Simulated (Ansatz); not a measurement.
NaH (zincblende), relaxed with r2SCAN, was run in the PAW code Ansatz under altered settings. All numbers are computed, without spin polarisation but where a row says otherwise.

```yaml
crystal:
  lattice:
    - [0.00000, 2.59692, 2.59692]
    - [2.59692, 0.00000, 2.59692]
    - [2.59692, 2.59692, 0.00000]
  atoms:
    - { symbol: Na, position: [0.00000, 0.00000, 0.00000] }
    - { symbol: H, position: [0.25000, 0.25000, 0.25000] }
```

The base run's other keys:
```yaml
kpoints:
  mp_grid: { grid: [4, 4, 4] }
hamiltonian:
  xc: hse06
scf:
  occupations: { method: fixed }
  n_extra_bands: 4
```

It takes 10 iterations with 701 plane waves at 420 eV and 8 k points, and leaves a mean stress of +0.05 GPa. The gap over this mesh is 4.616 eV. It ran on 4 threads of Arm Neoverse N1, with other jobs on the host.

Outcomes, with energy and stress as changes against the base:
```
                                     setting    outcome  ΔF (meV/atom)  Δ mean stress (GPa)  gap on the mesh (eV)  iterations  wall time
                   scf.exx.ecutfock_ratio: 4  converged            0.0                  0.0                 4.616          10      3.8 s
PBE hybrid, exx coeff 0.75, omega 0.2078 1/Å  converged              –                 -0.4                 6.731          15      4.5 s
   PBE hybrid, exx coeff 0.35, omega 0.3 1/Å  converged              –                 -0.1                 4.723          11      3.7 s
    PBE hybrid, exx coeff 0.3, omega 0.1 1/Å  converged              –                  0.0                 5.221          11      3.8 s
    PBE hybrid, exx coeff 1.5, omega 0.5 1/Å    refused              –                    –                     –           –     0.04 s
                scf.occupations: tetrahedron    refused              –                    –                     –           –     0.04 s
```
A dash marks a value that wasn't obtained or can't be compared. Stress is positive in compression. The base took 3.7 s.

- PBE hybrid, exx coeff 0.75, omega 0.2078 1/Å. That is 75 % exact exchange, screened with ω = 0.2078 1/Å, against HSE06's 25 % screened at 0.208 1/Å. The mean stress moves by -0.4 GPa and the gap on the mesh by +2.116 eV (to 6.731). Totals of different functionals aren't comparable.
- PBE hybrid, exx coeff 0.35, omega 0.3 1/Å. That is 35 % exact exchange, screened with ω = 0.3 1/Å, against HSE06's 25 % screened at 0.208 1/Å. The mean stress moves by -0.1 GPa and the gap on the mesh by +0.107 eV (to 4.723). Totals of different functionals aren't comparable.
- PBE hybrid, exx coeff 0.3, omega 0.1 1/Å. That is 30 % exact exchange, screened with ω = 0.1 1/Å, against HSE06's 25 % screened at 0.208 1/Å. The mean stress moves by 0.0 GPa and the gap on the mesh by +0.605 eV (to 5.221). Totals of different functionals aren't comparable. The program warns that on this mesh the truncation of the exchange isn't bounded, so part of the change can be an error of the mesh.
- PBE hybrid, exx coeff 1.5, omega 0.5 1/Å. The program doesn't start. Error: invalid value for `hamiltonian.xc.exx.coeff`: must be finite and in (0, 1]; got 1.5
- scf.occupations: tetrahedron. The input is refused before any iteration. Error: 2 input errors — fix all and re-run

Within 1 meV an atom, 0.1 GPa and 0.005 eV of the base stay: scf.exx.ecutfock_ratio: 4.

The stress of a hybrid is loosely converged in these runs.

The meshes of the hybrids are coarse, so their gaps aren't converged to the digits shown.
